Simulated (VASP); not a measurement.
A calculation with VASP 6.6.1 of AlRu (ASE script, structure by space group and Wyckoff sites):

File run.py:

```python
from ase.calculators.vasp import Vasp
from ase.dft.bandgap import bandgap
from ase.spacegroup import crystal

atoms = crystal(
    ['Ru', 'Al'],
    basis=[[0.5, 0.5, 0.5], [0.0, 0.0, 0.0]],
    spacegroup=221,
    setting=1,
    cellpar=[2.9916, 2.9916, 2.9916, 90.0, 90.0, 90.0],
    primitive_cell=True,
)
calc = Vasp(
    directory='calc',
    xc='pbe',
    pp='PBE',
    setups='minimal',
    prec='Accurate',
    encut=500,
    ediff=1e-06,
    ismear=0,
    sigma=0.1,
    lreal=False,
    lasph=True,
    nelm=100,
    algo='Normal',
    isif=2,
    lwave=False,
    lcharg=False,
    kpts=[9, 9, 9],
    gamma=True,
    nbands=12,
)
atoms.calc = calc

print('energy (eV):', atoms.get_potential_energy())
print('free energy (eV):', atoms.get_potential_energy(force_consistent=True))
print('forces (eV/A):')
print(atoms.get_forces())
print('stress (eV/A^3, Voigt):', atoms.get_stress())
print('Fermi level (eV):', calc.get_fermi_level())
gap, top, bottom = bandgap(calc)
print('band gap (eV):', gap, 'from (spin, k, band)', top, 'to', bottom)
```

Potentials or basis: VASP PAW PBE potentials, release 64 (Ru, Al).

Run with:

```console
$ python run.py
```

**Question.** Write the same calculation in another form: native input, structure from a POSCAR.

**Answer.** As run:

Contents of INCAR:

```
SYSTEM = AlRu
PREC = Accurate
ENCUT = 500
EDIFF = 1E-6
ISMEAR = 0
SIGMA = 0.1
LREAL = .False.
LASPH = .True.
NELM = 60
ALGO = Normal
ISIF = 2
LWAVE = .False.
LCHARG = .True.
GGA = PE
LELF = .True.
LVHAR = .True.
```

Contents of KPOINTS:

```
regular mesh
0
Gamma
  9 9 9
  0 0 0
```

POSCAR

```
AlRu
1.0
    2.9916000000      0.0000000000      0.0000000000
    0.0000000000      2.9916000000      0.0000000000
    0.0000000000      0.0000000000      2.9916000000
Ru Al
1 1
Direct
    0.5000000000      0.5000000000      0.5000000000
    0.0000000000      0.0000000000      0.0000000000
```

Potentials or basis: VASP PAW PBE potentials, release 64 (Ru, Al).

Launch:

```console
$ cat potpaw_PBE.64/Ru/POTCAR potpaw_PBE.64/Al/POTCAR > POTCAR
$ mpirun -np 1 vasp_std > vasp.out
```

Both were run:

|  | ASE script, structure by space group and Wyckoff sites | native input, structure from a POSCAR |
| --- | --- | --- |
| Pressure | 2.6 GPa | 2.6 GPa |
| Band gap on the k mesh | none (metal or under the smearing width) | none (metal or under the smearing width) |

Keys that steer only the numerical path or the files written may differ.
